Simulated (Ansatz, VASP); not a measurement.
Two plane-wave programs on SnO2

```xyz
9
Lattice="-3.2373 0.0000 0.0000 -1.6186 -2.8035 0.0000 -2.4279 -1.4018 13.2255" Properties=species:S:1:pos:R:3 pbc="T T T"
Sn   -3.2373   -1.8690    6.4375
Sn   -3.2373    0.0000    2.1457
Sn   -1.6186   -0.9345   10.7293
O    -3.2373   -1.8690    3.1363
O    -3.2373    0.0000   11.7199
O    -1.6186   -0.9345    7.4281
O    -3.2373   -1.8690    9.7388
O    -3.2373    0.0000    5.4470
O    -1.6186   -0.9345    1.1551
```

Alike in both runs: task single point; functional PBE; dispersion D3(BJ); k mesh 9 × 9 × 2; occupations gaussian, width 0.05 eV; no spin polarisation.

```csv
,VASP,Ansatz
version,VASP 6.6.1,Ansatz 0.2.0
potentials or method,"VASP PAW PBE potentials, release 64 (Sn_d, O)","scalar-relativistic, plane waves, PAW"
plane-wave cutoff (eV),520,520
valence electrons in the cell,78,78
```

Ansatz gave:

```
gap on the k mesh at the Fermi level (eV)       : 1.64
least direct gap on the mesh (eV)               : 1.66
pressure (GPa)                                  : -0.1
largest component of the traceless stress (GPa) : 1.02
rms of the force components (eV/Å)              : 0.057
```

Problem. What did VASP give for the same quantities?

Solution. gap on the k mesh at the Fermi level (eV): 1.62; least direct gap on the mesh (eV): 1.65; pressure (GPa): 0.6; largest component of the traceless stress (GPa): 0.59; rms of the force components (eV/Å): 0.066.

Atom by atom the forces differ by 0.026 eV/Å (rms over components).

Caveats: spin-orbit coupling is left out, which moves the levels of the heavy elements; an odd mesh through Γ misses points on the zone boundary, where band edges often lie.
